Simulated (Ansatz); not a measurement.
# SiC (zinc blende): energy and pressure against volume, part 2 of 2

The task, for SiC (zinc blende): map energy and pressure against volume.

Ansatz 0.2.0; DFT PBE0, scalar-relativistic, plane waves, PAW. The steps go on from the part before.

## Step 7: Volume × 0.84

The input, input.yaml:

```yaml
crystal:
  lattice:
    - [0.0, 2.0569145754, 2.0569145754]
    - [2.0569145754, 0.0, 2.0569145754]
    - [2.0569145754, 2.0569145754, 0.0]
  atoms:
    - { symbol: Si, position: [0.0, 0.0, 0.0] }
    - { symbol: C, position: [0.25, 0.25, 0.25] }
scf:
  occupations: { method: fixed }
output:
  forces: true
  stress: true
  eigenvalues: true
hamiltonian:
  xc: pbe0
basis:
  ecutwfc: 560
kpoints:
  mp_grid: { grid: [6, 6, 6] }
```

Command:

```bash
> ansatz run input.yaml --threads 8 --pin off --max-ram 16384MiB --backend cpu --events-out ev --progress --plain --runs-dir out
```

The log of the run, shortened:

```text
Warning: output.stress: scf.convergence.dr2_threshold = 1e-7 eV (the SCF's general default) is looser than the 2e-10 eV advised for a printed stress (1e-10 eV for each atom of the cell: 2). What an SCF threshold leaves in a stress goes as its square root, and in the free energy as the [...]
Warning: output.stress: scf.exx.energy_threshold = 1e-6 eV is looser than the 2e-8 eV advised for a stress under a hybrid functional (1e-8 eV for each atom of the cell: 2). Every SCF of the exchange loop can meet its threshold on dr2 while the loop round them stops early: no threshold on [...]
Warning: RAYON_NUM_THREADS=8 ignored (pool sized by the plan → 8); use --threads N
[...]
Pseudopotentials: kind: paw
Pseudopotential: Si, paw, valence charge 4, recommended cutoff 420 eV (normal), Si.paw.azcp
Pseudopotential: C, paw, valence charge 4, recommended cutoff 420 eV (normal), C.paw.azcp
Functional definition: PBE0
[...]
davidson cushion auto → on  (no smearing: the cushion is to keep the highest requested band from converging to the state above it; pin scf.eigensolver.cushion to override)
Crystal: 2 atoms, lattice volume = 17.405 Å³
[...]
hybrid outer 1: dexx = +3.036e-3 eV, tail = 5.37e-6 eV
Frozen-core exchange: fock
[...]
SCF iter   2: F=-887.561489 eV  HF=-887.561489 eV  |F-HF|=1.22e-9  |Δ(HF+E_count)|=   8.98e-8  Δρ=6.11e-6  dr2=7.80e-9  ethr=3.44e-9  ⟨swp⟩=3.3  Hψ=374  notcnv=0  defer=1
[...]
hybrid outer 2: dexx = +2.514e-8 eV, tail = 1.65e-8 eV, Δε = 1.62e-3 eV (about 1.73e-4 eV left of the loop's levels)
hybrid SCF converged: 2 outer / 7 inner (+2 warm-up), last move |dexx| = 2.51e-8 eV, tail = 1.65e-8 eV
Stability not checked: this state was not tested for a lower state beside it, because the functional holds exact exchange (a hybrid, or Hartree-Fock), whose exchange loop this test does not read (fock_operator; see scf.lower_state_search)
Free energy (F): -887.561489 eV
Frozen-core exchange: fock
[...]
E sigma→0 (E₀):  -887.561489 eV
Fermi energy:    10.755317 eV
[...]
--- Forces (eV/Å), atoms counted from 1 ---
  atom   1  Si     0.00000000    -0.00000000     0.00000000
  atom   2  C     -0.00000000    -0.00000000    -0.00000000
[...]
--- Stress (GPa, compression-positive) ---
       52.963742       0.000000      -0.000000
        0.000000      52.963742       0.000000
       -0.000000       0.000000      52.963742
  P = ⅓ Tr σ = 52.9637 GPa (529.637 kbar)
--- Band table (eV; the first three rows and the last of 16) ---
  k-point 0: bands = ["-7.7629", "10.7553", "10.7553", "10.7553", "21.2275", "21.5358", "21.5358", "21.5358"]
[...]
```

Wall time 2.1 s (8 threads of Arm Neoverse V2, shared host); peak memory 0.68 GiB.

## Step 8: Volume × 0.8

The input, input.yaml:

```yaml
crystal:
  lattice:
    - [0.0, 2.0237327315, 2.0237327315]
    - [2.0237327315, 0.0, 2.0237327315]
    - [2.0237327315, 2.0237327315, 0.0]
  atoms:
    - { symbol: Si, position: [0.0, 0.0, 0.0] }
    - { symbol: C, position: [0.25, 0.25, 0.25] }
scf:
  occupations: { method: fixed }
output:
  forces: true
  stress: true
  eigenvalues: true
  write_density: true
  write_potential: true
  elf: true
  volumetric_format: npy
hamiltonian:
  xc: pbe0
basis:
  ecutwfc: 560
kpoints:
  mp_grid: { grid: [6, 6, 6] }
```

Command:

```bash
> ansatz run input.yaml --threads 8 --pin off --max-ram 16384MiB --backend cpu --events-out ev --progress --plain --runs-dir out
```

The log of the run, shortened:

```text
Warning: output.stress: scf.convergence.dr2_threshold = 1e-7 eV (the SCF's general default) is looser than the 2e-10 eV advised for a printed stress (1e-10 eV for each atom of the cell: 2). What an SCF threshold leaves in a stress goes as its square root, and in the free energy as the [...]
Warning: output.stress: scf.exx.energy_threshold = 1e-6 eV is looser than the 2e-8 eV advised for a stress under a hybrid functional (1e-8 eV for each atom of the cell: 2). Every SCF of the exchange loop can meet its threshold on dr2 while the loop round them stops early: no threshold on [...]
Warning: RAYON_NUM_THREADS=8 ignored (pool sized by the plan → 8); use --threads N
[...]
Pseudopotentials: kind: paw
Pseudopotential: Si, paw, valence charge 4, recommended cutoff 420 eV (normal), Si.paw.azcp
Pseudopotential: C, paw, valence charge 4, recommended cutoff 420 eV (normal), C.paw.azcp
Functional definition: PBE0
[...]
davidson cushion auto → on  (no smearing: the cushion is to keep the highest requested band from converging to the state above it; pin scf.eigensolver.cushion to override)
Crystal: 2 atoms, lattice volume = 16.576 Å³
[...]
hybrid outer 1: dexx = +2.890e-3 eV, tail = 5.88e-6 eV
Frozen-core exchange: fock
[...]
SCF iter   2: F=-887.232638 eV  HF=-887.232638 eV  |F-HF|=3.08e-10  |Δ(HF+E_count)|=   5.54e-8  Δρ=6.15e-6  dr2=9.14e-9  ethr=2.31e-9  ⟨swp⟩=3.8  Hψ=408  notcnv=0
[...]
hybrid outer 2: dexx = +3.779e-8 eV, tail = 1.90e-8 eV, Δε = 1.91e-3 eV (about 2.02e-4 eV left of the loop's levels)
hybrid SCF converged: 2 outer / 7 inner (+3 warm-up), last move |dexx| = 3.78e-8 eV, tail = 1.90e-8 eV
Stability not checked: this state was not tested for a lower state beside it, because the functional holds exact exchange (a hybrid, or Hartree-Fock), whose exchange loop this test does not read (fock_operator; see scf.lower_state_search)
Free energy (F): -887.232638 eV
Frozen-core exchange: fock
[...]
E sigma→0 (E₀):  -887.232638 eV
Fermi energy:    11.445441 eV
[...]
--- Forces (eV/Å), atoms counted from 1 ---
  atom   1  Si     0.00000000    -0.00000000     0.00000000
  atom   2  C     -0.00000000     0.00000000     0.00000000
[...]
--- Stress (GPa, compression-positive) ---
       74.919549       0.000000      -0.000000
        0.000000      74.919549       0.000000
       -0.000000       0.000000      74.919549
  P = ⅓ Tr σ = 74.9195 GPa (749.195 kbar)
--- Band table (eV; the first three rows and the last of 16) ---
  k-point 0: bands = ["-7.5170", "11.4454", "11.4454", "11.4454", "22.5528", "22.6755", "22.6755", "22.6755"]
[...]
```

It took 2.2 s on 8 threads of Arm Neoverse V2, shared host; peak memory 0.68 GiB.

The maps below are laid out on this run's own conventional cell (a, b, c = 4.047, 4.047, 4.047 Å).

Density in a lattice plane of the grid's cell (edges 4.05 and 4.05 Å, at 0.000 of the third edge), which holds Si.

Values in e/Å³, 12 rows by 12 columns:
```
0.16 0.29 0.46 0.38 0.23 0.13 0.10 0.13 0.23 0.38 0.46 0.29
0.36 0.46 0.53 0.45 0.33 0.23 0.19 0.23 0.33 0.46 0.53 0.46
0.33 0.38 0.45 0.49 0.45 0.38 0.33 0.38 0.45 0.49 0.46 0.38
0.19 0.23 0.33 0.45 0.53 0.46 0.36 0.46 0.53 0.45 0.33 0.23
0.10 0.13 0.23 0.38 0.46 0.29 0.16 0.29 0.46 0.38 0.23 0.13
0.08 0.10 0.19 0.33 0.36 0.16 0.05 0.16 0.36 0.33 0.19 0.10
0.10 0.13 0.23 0.38 0.46 0.29 0.16 0.29 0.46 0.38 0.23 0.13
0.19 0.23 0.33 0.46 0.53 0.46 0.36 0.46 0.53 0.45 0.33 0.23
0.33 0.38 0.45 0.49 0.46 0.38 0.33 0.38 0.45 0.49 0.45 0.38
0.36 0.46 0.53 0.45 0.33 0.23 0.19 0.23 0.33 0.45 0.53 0.46
0.16 0.29 0.46 0.38 0.23 0.13 0.10 0.13 0.23 0.38 0.46 0.29
0.05 0.16 0.36 0.33 0.19 0.10 0.08 0.10 0.19 0.33 0.36 0.16
```
Columns run along the first of these edges and rows up along the second, over one cell in 12 and 12 even steps from the bottom left corner. Atoms in the plane (fractional): Si at (0.00, 0.00), Si at (0.50, 0.50).

ELF in the same plane.

Ten even steps from '0' (0.02) to '9' (0.74):
```
221345432100000123454312
113678753210001235787631
236899875421112457899863
347999987643234678999974
346899999864346899999864
234678999975357999987643
112457899863236899875421
001235787631123678753210
000123454312221345432100
000012343113631133321000
000123454312221345432100
001235787631113678753210
112457899863236899875421
234678999974347999987643
346899999864346899999864
357999987643234678999975
236899875421112457899863
123678753210001235787631
221345432100000123454312
631133321000000012343113
```
Columns run along the first of these edges and rows up along the second, over one cell in 24 and 20 even steps from the bottom left corner. Atoms in the plane (fractional): Si at (0.00, 0.00), Si at (0.50, 0.50).

Both are smooth fields of the valence electrons: close to the nuclei they are not physical.

Maxima of ELF outside the ion cores: 0.93 on the Si–C line, 0.9 Å from Si.

## Step 9: Volume × 0.76

The input, input.yaml:

```yaml
crystal:
  lattice:
    - [0.0, 1.989425549, 1.989425549]
    - [1.989425549, 0.0, 1.989425549]
    - [1.989425549, 1.989425549, 0.0]
  atoms:
    - { symbol: Si, position: [0.0, 0.0, 0.0] }
    - { symbol: C, position: [0.25, 0.25, 0.25] }
scf:
  occupations: { method: fixed }
output:
  forces: true
  stress: true
  eigenvalues: true
hamiltonian:
  xc: pbe0
basis:
  ecutwfc: 560
kpoints:
  mp_grid: { grid: [6, 6, 6] }
```

Command:

```bash
> ansatz run input.yaml --threads 8 --pin off --max-ram 16384MiB --backend cpu --events-out ev --progress --plain --runs-dir out
```

The log of the run, shortened:

```text
Warning: output.stress: scf.convergence.dr2_threshold = 1e-7 eV (the SCF's general default) is looser than the 2e-10 eV advised for a printed stress (1e-10 eV for each atom of the cell: 2). What an SCF threshold leaves in a stress goes as its square root, and in the free energy as the [...]
Warning: output.stress: scf.exx.energy_threshold = 1e-6 eV is looser than the 2e-8 eV advised for a stress under a hybrid functional (1e-8 eV for each atom of the cell: 2). Every SCF of the exchange loop can meet its threshold on dr2 while the loop round them stops early: no threshold on [...]
Warning: RAYON_NUM_THREADS=8 ignored (pool sized by the plan → 8); use --threads N
[...]
Pseudopotentials: kind: paw
Pseudopotential: Si, paw, valence charge 4, recommended cutoff 420 eV (normal), Si.paw.azcp
Pseudopotential: C, paw, valence charge 4, recommended cutoff 420 eV (normal), C.paw.azcp
Functional definition: PBE0
[...]
davidson cushion auto → on  (no smearing: the cushion is to keep the highest requested band from converging to the state above it; pin scf.eigensolver.cushion to override)
Crystal: 2 atoms, lattice volume = 15.748 Å³
[...]
hybrid outer 1: dexx = +2.775e-3 eV, tail = 5.77e-6 eV
Frozen-core exchange: fock
[...]
SCF iter   2: F=-886.777819 eV  HF=-886.777819 eV  |F-HF|=9.29e-10  |Δ(HF+E_count)|=   2.30e-8  Δρ=6.92e-6  dr2=1.03e-8  ethr=1.26e-9  ⟨swp⟩=3.9  Hψ=442  notcnv=0
[...]
hybrid outer 2: dexx = +4.471e-8 eV, tail = 2.12e-8 eV, Δε = 1.89e-3 eV (about 2.06e-4 eV left of the loop's levels)
hybrid SCF converged: 2 outer / 7 inner (+3 warm-up), last move |dexx| = 4.47e-8 eV, tail = 2.12e-8 eV
Stability not checked: this state was not tested for a lower state beside it, because the functional holds exact exchange (a hybrid, or Hartree-Fock), whose exchange loop this test does not read (fock_operator; see scf.lower_state_search)
Free energy (F): -886.777819 eV
Frozen-core exchange: fock
[...]
E sigma→0 (E₀):  -886.777819 eV
Fermi energy:    12.197836 eV
[...]
--- Forces (eV/Å), atoms counted from 1 ---
  atom   1  Si     0.00000000    -0.00000000    -0.00000000
  atom   2  C     -0.00000000     0.00000000     0.00000000
[...]
--- Stress (GPa, compression-positive) ---
      101.858772       0.000000      -0.000000
        0.000000     101.858772       0.000000
       -0.000000       0.000000     101.858772
  P = ⅓ Tr σ = 101.8588 GPa (1018.588 kbar)
--- Band table (eV; the first three rows and the last of 16) ---
  k-point 0: bands = ["-7.2430", "12.1978", "12.1978", "12.1978", "23.9236", "23.9236", "23.9236", "23.9817"]
[...]
```

It took 2.1 s on 8 threads of Arm Neoverse V2, shared host; peak memory 0.65 GiB.

## Step 10: Equation of state

volume (Å³/atom), energy (meV/atom) and a bar:
```
     7.87      619.5 ##############################
     8.29      392.1 ###################
     8.70      227.6 ###########
     9.12      114.7 ######
     9.53       43.8 ##
     9.95        7.7 
    10.36        0.0 
    10.67        9.9
```

## Step 11: Summary of results

The summary covers parts 1 to 2.

| step | volume (Å³/atom) | pressure (GPa) | energy above the lowest (meV/atom) | gap on the mesh (eV) | time |
| --- | --- | --- | --- | --- | --- |
| 2 | 10.67 | -8.2 | 9.9 | 2.97 | 2.9 s |
| 3 | 10.36 | -1.9 | 0.0 | 2.95 | 2.4 s |
| 4 | 9.95 | 8.1 | 7.7 | 2.93 | 2.4 s |
| 5 | 9.53 | 20.3 | 43.8 | 2.90 | 2.7 s |
| 6 | 9.12 | 35.0 | 114.7 | 2.87 | 2.2 s |
| 7 | 8.70 | 53.0 | 227.6 | 2.84 | 2.1 s |
| 8 | 8.29 | 74.9 | 392.1 | 2.80 | 2.2 s |
| 9 | 7.87 | 101.9 | 619.5 | 2.75 | 2.1 s |

What this shows: One third-order fit doesn't meet energies and pressures over this whole range closely enough, so no modulus is quoted. Measured gap of SiC: 2.4 eV (indirect; quoted in “Insight into the structural, elastic and electronic properties of a new orthorhombic 6O-SiC polytype”, 2020, pmc:7200658). This calculation gives 2.95 eV (+0.55 eV). 2 values of this kind are on record in papers (2.39 to 2.4 eV); this one was drawn at random among those near their median. It is a Kohn-Sham gap, without temperature or zero-point motion.
